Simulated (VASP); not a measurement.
Ru: single point with PBE

Crystal: Ru.

```xyz
4
Lattice="2.7322 -1.6294 0.0000 2.7322 1.6294 0.0000 -1.5260 0.0000 7.0738" Properties=species:S:1:pos:R:3 pbc="T T T"
Ru    0.1234    0.0000    0.7046
Ru    3.8149    0.0000    6.3693
Ru    1.8438    0.0000    4.2443
Ru    2.0944    0.0000    2.8295
```

The cell was built by a generator and needn't be a form met in nature.

- Program: VASP 6.6.1
- Task: single point
- Functional: PBE
- Potentials or basis: VASP PAW PBE potentials, release 64 (Ru_pv)
- Cutoff: 520 eV
- k mesh: 6 × 6 × 4
- Occupations: gaussian, width 0.1 eV
- Spin: no spin polarisation

```json
{
  "Pressure": "252.5 GPa",
  "Largest force": "105.964 eV/Å",
  "Band gap on the k mesh": "none (metal or under the smearing width)"
}
```

Forces in eV/Å, atoms in the order of the input:
```
Ru    16.681    0.000  104.643
Ru   -16.681    0.000 -104.643
Ru   -16.797    0.000  101.496
Ru    16.797    0.000 -101.496
```

Stress tensor (GPa, compression positive):
```
 11.01   0.00  -0.36
  0.00 -10.29   0.00
 -0.36   0.00 756.67
```

Levels at points of the mesh, in eV from the Fermi level:
```csv
k point,band 24,band 25,band 26,band 27,band 28,band 29,band 30,band 31,band 32,band 33
"(0.00, 0.00, 0.00)",-4.59,-2.78,-1.21,-0.89,-0.60,-0.50,0.27,1.20,2.17,2.21
"(0.50, 0.00, 0.00)",-2.53,-1.70,-1.54,-0.34,-0.23,0.42,0.50,1.27,1.60,2.11
"(0.50, 0.50, 0.00)",-2.36,-2.01,-1.74,-0.32,0.13,0.42,0.51,0.63,1.25,1.68
"(0.00, 0.00, 0.50)",-5.52,-1.23,-1.22,-1.18,-1.01,-0.99,-0.93,2.74,2.77,2.84
"(0.50, 0.00, 0.50)",-2.31,-1.91,-1.85,-0.47,-0.22,0.20,0.51,0.70,1.46,1.61
"(0.50, 0.50, 0.50)",-2.53,-1.83,-1.31,0.11,0.13,0.27,0.47,0.95,1.95,2.10
```

Run time: 100 s on 1 thread of Intel(R) Xeon(R) Platinum 8259CL CPU @ 2.50GHz (Skylake/Cascade Lake), on a shared host, peak memory 0.22 GiB.

Caveat: the k mesh is coarse (spacing up to 0.38 Å⁻¹), so the values aren't converged; a pressure of tens of GPa on the cell as given is suspect, and the run, the potentials or the cell itself is likely at fault; forces of over 1 eV/Å show positions far from the minimum, so gaps and moduli don't describe the material at rest.
